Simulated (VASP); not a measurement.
## WC: density of states with PBE

Crystal: WC.

```
W C
1.0
     2.89640    0.00000    0.00000
    -1.44820    2.50836    0.00000
     0.00000    0.00000    2.82520
W C
1 1
Direct
  0.00000 0.00000 0.00000
  0.66667 0.33333 0.50000
```

| Quantity | Value |
| --- | --- |
| Program | VASP 6.6.1 |
| Task | density of states |
| Functional | PBE |
| Potentials or basis | VASP PAW PBE potentials, release 64 (W_sv, C) |
| Cutoff | 520 eV |
| k mesh | 13 × 13 × 12 |
| Occupations | fermi-dirac, width 0.1 eV |
| Spin | no spin polarisation |
| Dipole correction | no |
| k mesh for the DOS | 20 × 20 × 18 |
| Occupations for the DOS | tetrahedron |
| Further INCAR settings | ALGO = Normal; EDIFF = 1e-06; NBANDS = 16 |

- Valence electrons inside the program's atomic spheres: W 12.21; C 2.44

Levels at points of the mesh, in eV from the Fermi level:
```csv
k point,band 7,band 8,band 9,band 10,band 11,band 12
"(0.00, 0.00, 0.00)",-3.36,-3.36,0.12,3.32,3.32,5.72
"(0.50, 0.00, 0.00)",-3.63,-3.60,-0.45,2.41,4.62,4.98
"(0.50, 0.50, 0.00)",-3.63,-3.60,-0.45,2.41,4.62,4.98
"(0.00, 0.00, 0.50)",-2.02,-2.02,-0.57,-0.57,3.75,4.58
"(0.50, 0.00, 0.50)",-4.35,-4.19,0.33,4.53,5.43,6.77
"(0.50, 0.50, 0.50)",-4.35,-4.19,0.33,4.53,5.43,6.77
```

States per cell in windows of 1 eV (zero at the Fermi level; states under -8 eV left out):
```tsv
from (eV)	total	W1_d	C2_p	W1_p	W1_s	C2_s	C2_d
-8.0	0.19	0.04	0.04	0.01	0.03	0.00	0.00
-7.0	1.32	0.39	0.26	0.05	0.10	0.02	0.00
-6.0	0.62	0.22	0.13	0.03	0.02	0.01	0.00
-5.0	1.15	0.43	0.25	0.06	0.03	0.01	0.00
-4.0	1.45	0.58	0.32	0.08	0.02	0.01	0.00
-3.0	1.25	0.49	0.31	0.07	0.01	0.00	0.00
-2.0	1.29	0.68	0.17	0.07	0.02	0.00	0.00
-1.0	0.72	0.36	0.08	0.06	0.01	0.00	0.00
0.0	0.22	0.16	0.01	0.01	0.00	0.00	0.00
1.0	0.50	0.39	0.02	0.01	0.00	0.00	0.00
2.0	0.72	0.54	0.05	0.01	0.01	0.01	0.00
3.0	1.10	0.68	0.14	0.02	0.02	0.03	0.00
4.0	1.42	1.00	0.14	0.02	0.02	0.03	0.00
5.0	1.37	0.83	0.20	0.03	0.01	0.07	0.00
6.0	1.36	0.70	0.23	0.03	0.05	0.09	0.00
7.0	0.72	0.33	0.18	0.02	0.03	0.02	0.00
```

Run time: 3.2 min on 1 thread of Intel(R) Xeon(R) Platinum 8259CL CPU @ 2.50GHz (Skylake/Cascade Lake), on a shared host, peak memory 0.47 GiB.

 Spin-orbit coupling is left out, which matters for the levels of W.
